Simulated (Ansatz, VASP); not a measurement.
Two plane-wave programs on CdF2

```xyz
3
Lattice="0.0000 2.7468 2.7468 2.7468 0.0000 2.7468 2.7468 2.7468 0.0000" Properties=species:S:1:pos:R:3 pbc="T T T"
Cd    0.0000    0.0000    0.0000
F     1.3734    1.3734    1.3734
F     4.1203    4.1203    4.1203
```

Change from the starting cell: volume scaled by 1.06, PAW files.

Alike in both runs: task electric field gradients; functional LDA; k mesh 8 × 8 × 8; occupations fermi-dirac, width 0.02 eV; no spin polarisation.

|  | VASP | Ansatz |
| --- | --- | --- |
| version | VASP 6.6.1 | Ansatz 0.2.0 |
| potentials or method | VASP PAW LDA potentials, release 64 (Cd, F) | PAW with Ansatz's default frozen-core files, scalar-relativistic |
| plane-wave cutoff (eV) | 520 | 420 |
| valence electrons in the cell | 26 | 34 |

|  | VASP | Ansatz | Ansatz less VASP |
| --- | --- | --- | --- |
| gap on the k mesh at the Fermi level (eV) | 2.60 | 2.61 | +0.011 |
| pressure (GPa) | -9.9 | -10.6 | -0.69 |
| Vzz of the field gradient on the site that differs most (V/Å²) | 0.0 | 0.0 | 0.00 |

The two sets of potentials don't hold the same shells in valence. Ansatz warned: «gradients_without_spin_orbit».

A k mesh can miss the band edges.
